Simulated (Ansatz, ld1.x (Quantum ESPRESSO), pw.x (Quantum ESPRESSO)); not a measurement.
## From atom to crystal: TM potential for Sr

```
Element                 : strontium
Generator               : ld1.x (Quantum ESPRESSO) 7.5
Type                    : norm-conserving Troullier–Martins (Kleinman–Bylander form)
Functional              : PBE
Relativity              : scalar-relativistic
Frozen core             : [Kr]
Valence charge          : 2
Reference configuration : 4d0 5s2 5p0
Partial waves           : 5p (bound, empty): rc 4.15 bohr; 4d (bound, empty): rc 3.30 bohr; 4f channel at 0.2 Ry: rc 3.65 bohr; 5s (bound): rc 3.60 bohr
Local potential         : the s channel
Core correction         : none
```

Atomic tests: cutoffs needed: 6 Ry and 8 Ry (the cutoffs (Ry, on a coarse ladder) from which the occupation-weighted sum of valence levels, in a spherical-Bessel basis at the reference potential, stays within 10 and 1 mRy of its value at 400 Ry) The cutoffs count occupied waves only; the empty 4d level needs 12 Ry at the loose tolerance.; ghost test: no extra level below or beside the all-electron valence levels (p, d, f, s tested) (spherical-Bessel basis up to 400 Ry, 20 bohr box); largest excitation error: +525 meV (all-electron minus pseudo) for 4d1 5s0 5p0, out of 7 test configurations.

Crystal test: bcc Sr in pw.x 7.5, no spin, 10³ k-points, Fermi–Dirac smearing 0.01 Ry, cutoffs 35/140 Ry. The reference is all-electron LAPW (Ansatz 0.2.0) with the same functional, mesh and smearing; V0 and B0 come from Birch–Murnaghan fits to the pressures at five volumes. Errors are pseudo minus all-electron; Δ is the rms difference of the E(V) curves that follow from these fits, minima aligned, over ±6 % about the mean V0. Mesh and smearing are coarse, so the numbers serve the comparison and aren't converged zero-temperature values; the lattice is a test structure that the element need not adopt.

All-electron: a0 = 4.780 Å (V0 = 54.61 Å³/atom), B0 = 11.4 GPa.

Task: How far does the potential miss the all-electron equation of state?

Result: mean pressure error (GPa): -0.45; a0 (Å): 4.707; a0 error (%): -1.52; B0 error (%): -10.9; Δ (meV/atom): 5.9. The largest radius (4.15 bohr) exceeds half the bond length (3.91 bohr), so the spheres overlap, which is one possible source of error among others. This is a poor potential for the solid.

```
V (Å³/atom)  P all-electron (GPa)  P pseudo (GPa)
     51.857                  0.64            0.06
     53.221                  0.31           -0.20
     54.586                  0.01           -0.43
     55.951                 -0.27           -0.65
     57.315                 -0.51           -0.83
```

Task: At the middle volume, how do free energy and pressure move when the wave cutoff is lowered (ecutrho kept at four times it)?

Result:

| cutoff (Ry) | shift of F (meV/atom) | shift of P (GPa) |
| --- | --- | --- |
| 16 | +3.3 | -0.07 |
| 21 | +0.5 | +0.00 |
| 28 | +0.1 | -0.00 |

The run at the middle volume (47 k-points, 7 iterations) took about 4.8 s on one core of a shared host (Neoverse-V2, 32 threads, 247 GiB, load 21).
